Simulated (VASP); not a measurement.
A run of VASP 6.6.1 is set up as follows.

INCAR

```
SYSTEM = Tb
  PREC = Accurate
  ENCUT = 520
  EDIFF = 1E-7
  ISMEAR = -1
  SIGMA = 0.05
  LREAL = .False.
  LASPH = .True.
  NELM = 120
  ALGO = Normal
  ISIF = 2
  LWAVE = .False.
  LCHARG = .False.
  ISPIN = 2
  MAGMOM = 6
  LORBIT = 11
  LMAXMIX = 6
  GGA = PE
  NBANDS = 20
```

The input KPOINTS:

```
regular mesh
0
Gamma
  9 9 9
  0 0 0
```

File POSCAR:

```
Tb
1.0
   -0.0408360000      2.5823590000      2.4520500000
    2.4987470000     -0.0118400000      2.4230540000
    2.5157980000      2.5704130000     -0.0288900000
Tb
1
Direct
   -0.0149370000      0.0011360000      0.0251660000
```

Potentials or basis: VASP PAW PBE potentials, release 64 (Tb).

Run with:

```sh
$ cat potpaw_PBE.64/Tb/POTCAR > POTCAR
$ mpirun -np 1 vasp_std > vasp.out
```

(1) What does it give for the band gap on the k mesh?

(2) Estimate the pressure.

Results:

(1) none (metal or under the smearing width).

(2) 0.1 GPa.

Caveat: the magnetic or orbital state may not be the lowest; spin-orbit coupling is left out, which moves the levels of the heavy elements.
